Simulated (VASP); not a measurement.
# Al in VASP: relaxation of the atoms with LDA

Aim: the relaxation of the atoms of Al with LDA.

Everything below comes from runs of VASP 6.6.1. Logs are shortened: lines on timing, memory, paths and dates and some standing lists are left out, and cuts for length are marked.

## (1) Starting point

The cell holds a slab with vacuum, 9 atoms: a = 2.864 Å, b = 2.864 Å, c = 31.200 Å, α = 90.00°, β = 90.00°, γ = 90.00°.

The slab is cut from a database's or a generator's crystal, which needn't be the stable form of the element.

## (2) Relaxation of the atoms, LDA

The input, INCAR:

```
PREC     = Accurate       # precision mode
ENCUT    = 320            # plane-wave cutoff, eV
EDIFF    = 1E-6           # SCF threshold, eV
ISMEAR   = -1             # smearing method
SIGMA    = 0.05           # smearing width, eV
LREAL    = F              # projectors in reciprocal space
LASPH    = T              # aspherical terms in the spheres
NELM     = 100            # most SCF steps
ALGO     = Normal         # electronic algorithm
ISIF     = 2              # what is computed and relaxed
LWAVE    = F              # write WAVECAR
LCHARG   = F              # write CHGCAR
GGA      = CA             # functional
IBRION   = 2              # ionic algorithm
NSW      = 40             # ionic steps
EDIFFG   = -0.02          # ionic threshold
```

The input, KPOINTS:

```
Automatic mesh
0
Gamma
  13 13 1
```

The input, POSCAR:

```
Al
1.0
    2.8637824638      0.0000000000      0.0000000000
    0.0000000000      2.8637824638      0.0000000000
    0.0000000000      0.0000000000     31.2000000000
Al
9
Direct
    0.0000000000      0.0000000000      0.2403846154
    0.5000000000      0.5000000000      0.3052884615
    0.0000000000      0.0000000000      0.3701923077
    0.5000000000      0.5000000000      0.4350961538
    0.0000000000      0.0000000000      0.5000000000
    0.5000000000      0.5000000000      0.5649038462
    0.0000000000      0.0000000000      0.6298076923
    0.5000000000      0.5000000000      0.6947115385
    0.0000000000      0.0000000000      0.7596153846
```

Potentials or basis: VASP PAW LDA potentials, release 64 (Al).

Started as:

```bash
$ cat potpaw_LDA.64/Al/POTCAR > POTCAR
$ mpirun -np 1 vasp_std > vasp.out
```

OUTCAR:

```text
PREC = Accurate
   ENCUT = 320
   EDIFF = 1E-6
   ISMEAR = -1
   LREAL = F
   LASPH = T
   NELM = 100
   ISIF = 2
   GGA = CA
   IBRION = 2
   NSW = 40
   EDIFFG = -0.02

 ion  position               nearest neighbor table
   1  0.000  0.000  0.240-   2 2.86   2 2.86   2 2.86   2 2.86
   2  0.500  0.500  0.305-   1 2.86   1 2.86   1 2.86   1 2.86   3 2.86   3 2.86   3 2.86   3 2.86

   3  0.000  0.000  0.370-   4 2.86   4 2.86   4 2.86   4 2.86   2 2.86   2 2.86   2 2.86   2 2.86

   4  0.500  0.500  0.435-   3 2.86   3 2.86   3 2.86   3 2.86   5 2.86   5 2.86   5 2.86   5 2.86

   5  0.000  0.000  0.500-   4 2.86   6 2.86   4 2.86   6 2.86   4 2.86   6 2.86   4 2.86   6 2.86

   6  0.500  0.500  0.565-   7 2.86   7 2.86   7 2.86   7 2.86   5 2.86   5 2.86   5 2.86   5 2.86

   7  0.000  0.000  0.630-   6 2.86   6 2.86   6 2.86   6 2.86   8 2.86   8 2.86   8 2.86   8 2.86

   8  0.500  0.500  0.695-   9 2.86   9 2.86   9 2.86   9 2.86   7 2.86   7 2.86   7 2.86   7 2.86

   9  0.000  0.000  0.760-   8 2.86   8 2.86   8 2.86   8 2.86

  LATTYP: Found a simple tetragonal cell.
 ALAT       =     2.8637824638
 C/A-ratio  =    10.8946822583

  Lattice vectors:

 A1 = (   2.8637824638,   0.0000000000,   0.0000000000)
 A2 = (   0.0000000000,   2.8637824638,   0.0000000000)
 A3 = (   0.0000000000,   0.0000000000,  31.2000000000)

Analysis of symmetry for initial positions (statically):
=====================================================================
 Subroutine PRICEL returns:
 Original cell was already a primitive cell.

 Routine SETGRP: Setting up the symmetry group for a
 simple tetragonal supercell.

 Subroutine GETGRP returns: Found 16 space group operations
 (whereof 16 operations were pure point group operations)
 out of a pool of 16 trial point group operations.

The static configuration has the point symmetry D_4h.

Analysis of symmetry for dynamics (positions and initial velocities):
=====================================================================
 Subroutine PRICEL returns:
 Original cell was already a primitive cell.

 Routine SETGRP: Setting up the symmetry group for a
 simple tetragonal supercell.

 Subroutine GETGRP returns: Found 16 space group operations
 (whereof 16 operations were pure point group operations)
 out of a pool of 16 trial point group operations.

The dynamic configuration has the point symmetry D_4h.

 Subroutine INISYM returns: Found 16 space group operations
 (whereof 16 operations are pure point group operations),
 and found     1 'primitive' translations

----------------------------------------------------------------------------------------

                                     Primitive cell

  volume of cell :     255.8790

  direct lattice vectors                    reciprocal lattice vectors
     2.863782464  0.000000000  0.000000000     0.349188534  0.000000000  0.000000000
     0.000000000  2.863782464  0.000000000     0.000000000  0.349188534  0.000000000
     0.000000000  0.000000000 31.200000000     0.000000000  0.000000000  0.032051282

  length of vectors
     2.863782464  2.863782464 31.200000000     0.349188534  0.349188534  0.032051282

  position of ions in fractional coordinates (direct lattice)
     0.000000000  0.000000000  0.240384615
     0.500000000  0.500000000  0.305288461
     0.000000000  0.000000000  0.370192308
     0.500000000  0.500000000  0.435096154
     0.000000000  0.000000000  0.500000000
     0.500000000  0.500000000  0.564903846
     0.000000000  0.000000000  0.629807692
     0.500000000  0.500000000  0.694711539
     0.000000000  0.000000000  0.759615385

  ion indices of the primitive-cell ions
   primitive index   ion index
                 1           1
                 2           2
                 3           3
                 4           4
                 5           5
                 6           6
                 7           7
                 8           8
                 9           9

----------------------------------------------------------------------------------------

 KPOINTS: Automatic mesh

Automatic generation of k-mesh.
 Grid dimensions read from file:
 generate k-points for:   13   13    1

 Generating k-lattice:

  Cartesian coordinates                     Fractional coordinates (reciprocal lattice)
     0.026860656  0.000000000  0.000000000     0.076923077  0.000000000  0.000000000
     0.000000000  0.026860656  0.000000000     0.000000000  0.076923077  0.000000000
     0.000000000  0.000000000  0.032051282     0.000000000  0.000000000  1.000000000

  Length of vectors
     0.026860656  0.026860656  0.032051282

  Shift w.r.t. Gamma in fractional coordinates (k-lattice)
     0.000000000  0.000000000  0.000000000

 Subroutine IBZKPT returns following result:
 ===========================================

 Found     28 irreducible k-points:

 Following reciprocal coordinates:
            Coordinates               Weight
  0.000000  0.000000  0.000000      1.000000
  0.076923  0.000000  0.000000      4.000000
  0.153846  0.000000  0.000000      4.000000
  0.230769  0.000000  0.000000      4.000000
  0.307692  0.000000  0.000000      4.000000
  0.384615  0.000000  0.000000      4.000000
[... 16 lines left out ...]
  0.307692  0.307692  0.000000      4.000000
  0.384615  0.307692  0.000000      8.000000
 [... further k-points ...]
   k-points           NKPTS =     28   k-points in BZ     NKDIM =     28   number of bands    NBANDS=     18
   number of dos      NEDOS =    301   number of ions     NIONS =      9
   total plane-waves  NPLWV =  62208
   dimension x,y,z NGX =    18 NGY =   18 NGZ =  192
   dimension x,y,z NGXF=    36 NGYF=   36 NGZF=  384
   ions per type =               9
   NGX,Y,Z   is equivalent  to a cutoff of  10.45, 10.45, 10.23 a.u.
   NGXF,Y,Z  is equivalent  to a cutoff of  20.90, 20.90, 20.46 a.u.
 SYSTEM =  unknown system
   PREC   = accura    normal or accurate (medium, high low for compatibility)
   ISTART =      0    job   : 0-new  1-cont  2-samecut
   ICHARG =      2    charge: 1-file 2-atom 10-const
   ISPIN  =      1    spin polarized calculation?
   LNONCOLLINEAR =      F non collinear calculations
   LSORBIT =      F    spin-orbit coupling
   LASPH  =      T    aspherical Exc in radial PAW
   ENCUT  =  320.0 eV  23.52 Ry    4.85 a.u.   4.18  4.18 45.51*2*pi/ulx,y,z
   NELM   =    100;   NELMIN=  2; NELMDL= -5     # of ELM steps
   EDIFF  = 0.1E-05   stopping-criterion for ELM
   LREAL  =      F    real-space projection
   EDIFFG = -.2E-01   stopping-criterion for IOM
   NSW    =     40    number of steps for IOM
   IBRION =      2    ionic relax: 0-MD 1-quasi-New 2-CG
   NFREE  =      1    steps in history (QN), initial steepest desc. (CG)
   ISIF   =      2    stress and relaxation
   ISYM   =      2    0-nonsym 1-usesym 2-fastsym
   POTIM  = 0.5000    time-step for ionic-motion
   TEBEG  =    0.0;   TEEND  =   0.0 temperature during run
   PSTRESS=    0.0 pullay stress
   NELECT =      27.0000    total number of electrons
   NUPDOWN=      -1.0000    fix difference up-down
   EMIN   =  10.00;   EMAX   =-10.00  energy-range for DOS
   EFERMI =   0.00;   METHOD = LEGACY
   ISMEAR =    -1;   SIGMA  =   0.05  broadening in eV -4-tet -1-fermi 0-gaus
   EFERMI_NEDOS =   21; number of points for ismear=-14 and -15
   IALGO  =     38    algorithm
   IMIX   =      4    mixing-type and parameters
     AMIX     =   0.40;   BMIX     =  1.00
     AMIX_MAG =   1.60;   BMIX_MAG =  1.00
  volume/ion in A,a.u.               =      28.43       191.86
  Fermi-wavevector in a.u.,A,eV,Ry     =   0.773603  1.461897  8.142554  0.598461
  Thomas-Fermi vector in A             =   1.875482
   LORBIT       =      0    0 simple, 1 ext, 2 COOP (PROOUT), +10 PAW based schemes
   GGA     = CA    functional components
   LHFCALC =     F    Hartree Fock is set to
   AEXX    =    0.0000 exact exchange contribution
   IVDW    =     0    specifies the selected vdW correction
   LEPSILON=     F    determine dielectric tensor
   LRPA    =     F    only Hartree local field effects (RPA)
 conjugate gradient relaxation of ions
 non-spin polarized calculation
  energy-cutoff  :      320.00
  volume of cell :      255.88
 maximum number of plane-waves:      3362
 NGX is ok and might be reduce to    18
   NGX =  9   NGY =  9   NGZ = 91

--------------------------------------- Ionic step        1  -------------------------------------------

 number of electron      26.9999999 magnetization

 Free energy of the ion-electron system (eV)
  ---------------------------------------------------
  ext. energy  EPLUGINS =         0.00000000
  ---------------------------------------------------
  free energy    TOTEN  =       -36.48475196 eV

  energy without entropy =      -36.45336518  energy(sigma->0) =      -36.46905857

------------------------ aborting loop because EDIFF is reached ----------------------------------------

  FORCE on cell =-STRESS in cart. coord.  units (eV):
  Direction    XX          YY          ZZ          XY          YZ          ZX
  --------------------------------------------------------------------------------------
  -------------------------------------------------------------------------------------
  Total       -4.0508873     -4.0508873     -4.5335288      0.0000000     -0.0000000     -0.0000000
  in kB      -25.3644882    -25.3644882    -28.3865307      0.0000000     -0.0000000     -0.0000000
  external PRESSURE =     -26.3718357 kB  Pullay stress =       0.0000000 kB
[... 110 lines left out ...]
  FREE ENERGIE OF THE ION-ELECTRON SYSTEM (eV)
  ---------------------------------------------------
  free  energy   TOTEN  =       -36.5022537734 eV

  energy  without entropy=      -36.4733872921  energy(sigma->0) =      -36.48782053

[... ionic steps 4 to 10 ...]

--------------------------------------- Ionic step       11  -------------------------------------------

 number of electron      26.9999999 magnetization

------------------------ aborting loop because EDIFF is reached ----------------------------------------

  FORCE on cell =-STRESS in cart. coord.  units (eV):
  Direction    XX          YY          ZZ          XY          YZ          ZX
  --------------------------------------------------------------------------------------
  -------------------------------------------------------------------------------------
  Total       -2.9356293     -2.9356293      0.0604158      0.0000000      0.0000000      0.0000000
  in kB      -18.3813390    -18.3813390      0.3782912      0.0000000      0.0000000      0.0000000
  external PRESSURE =     -12.1281289 kB  Pullay stress =       0.0000000 kB
[... 71 lines left out ...]
  energy  without entropy=      -36.5487864412  energy(sigma->0) =      -36.56308869

--------------------------------------- Ionic step       13  -------------------------------------------

 number of electron      26.9999999 magnetization

 Free energy of the ion-electron system (eV)
  ---------------------------------------------------
  ext. energy  EPLUGINS =         0.00000000
  ---------------------------------------------------
  free energy    TOTEN  =       -36.57758348 eV

  energy without entropy =      -36.54941352  energy(sigma->0) =      -36.56349850

 E-fermi :   2.6204     XC(G=0):  -6.5536

 val. band max:        2.6041827545   @ k =   0.4615   0.4615   0.0000
 cond. band min:       2.6351007032   @ k =   0.4615   0.4615   0.0000
 fundamental gap:      0.0309179488
 Fermi energy:         2.6204100271

 k-point     1 :       0.0000    0.0000    0.0000
  band No.  band energies     occupation
      1      -8.5372      2.00000
      2      -8.1799      2.00000
      3      -7.6271      2.00000
      4      -6.8736      2.00000
      5      -5.9242      2.00000
      6      -4.7959      2.00000
[... 10 lines left out ...]
     17       7.9782      0.00000
     18       7.9782      0.00000
[... 466 lines left out ...]
      2      -3.8956      2.00000
      3      -3.3581      2.00000
      4      -2.6262      2.00000
      5      -1.7042      2.00000
      6      -0.6128      2.00000
[... 10 lines left out ...]
     17       3.4716      0.00000
     18       3.7382      0.00000

 [... further k-points ...]

------------------------ aborting loop because EDIFF is reached ----------------------------------------

  FORCE on cell =-STRESS in cart. coord.  units (eV):
  Direction    XX          YY          ZZ          XY          YZ          ZX
  --------------------------------------------------------------------------------------
  -------------------------------------------------------------------------------------
  Total       -2.9770040     -2.9770040      0.0319182      0.0000000      0.0000000      0.0000000
  in kB      -18.6404058    -18.6404058      0.1998545      0.0000000      0.0000000      0.0000000
  external PRESSURE =     -12.3603190 kB  Pullay stress =       0.0000000 kB
[... 24 lines left out ...]
  FREE ENERGIE OF THE ION-ELECTRON SYSTEM (eV)
  ---------------------------------------------------
  free  energy   TOTEN  =       -36.5775834826 eV

  energy  without entropy=      -36.5494135236  energy(sigma->0) =      -36.56349850

 reached required accuracy - stopping structural energy minimisation
```

Wall time 5.5 min (1 thread of Intel Xeon 6975P-C (Granite Rapids), shared host); peak memory 0.21 GiB.

What came out:

```yaml
Free_energy: -36.5776 eV
Energy_gained_by_relaxing: 10.3 meV/atom
Ionic_steps: 13
Largest_force_after_relaxing: 0.013 eV/Å
Band_gap_on_the_k_mesh: none (metal or under the smearing width)
```

Forces in eV/Å, atoms in the order of the input:
```
Al   0.000  0.000 -0.013
Al   0.000  0.000  0.005
Al   0.000  0.000 -0.005
Al   0.000  0.000  0.011
Al   0.000  0.000  0.000
Al   0.000  0.000 -0.011
Al   0.000  0.000  0.005
Al   0.000  0.000 -0.005
Al   0.000  0.000  0.013
```

Step by step:
| step | energy change (eV) | largest force (eV/Å) | pressure (GPa) |
| --- | --- | --- | --- |
| 1 | 0.0000 | 0.1885 | -2.64 |
| 2 | -0.0047 | 0.1798 | -2.60 |
| 3 | -0.0175 | 0.1514 | -2.48 |
| 4 | -0.0370 | 0.1242 | -2.22 |
| 5 | -0.0445 | 0.2780 | -1.64 |
| 6 | -0.0473 | 0.2096 | -1.86 |
| 7 | -0.0555 | 0.1721 | -1.79 |
| 8 | -0.0663 | 0.2478 | -1.56 |
| 9 | -0.0757 | 0.2057 | -1.49 |
| 10 | -0.0905 | 0.0788 | -1.27 |
| 11 | -0.0910 | 0.0584 | -1.21 |
| 12 | -0.0926 | 0.0254 | -1.23 |
| 13 | -0.0928 | 0.0125 | -1.24 |

Final structure:
```
Al
1.0
     2.86378    0.00000    0.00000
     0.00000    2.86378    0.00000
     0.00000    0.00000   31.20000
Al
9
Direct
  0.00000 0.00000 0.24953
  0.50000 0.50000 0.31297
  0.00000 0.00000 0.37542
  0.50000 0.50000 0.43753
  0.00000 0.00000 0.50000
  0.50000 0.50000 0.56247
  0.00000 0.00000 0.62458
  0.50000 0.50000 0.68703
  0.00000 0.00000 0.75047
```

Levels at points of the mesh, in eV from the Fermi level:
```
           k point  band 10  band 11  band 12  band 13  band 14  band 15  band 16  band 17  band 18
(0.00, 0.00, 0.00)    -2.06     0.36     1.97     3.31     4.27     4.57     5.18     5.36     5.36
```
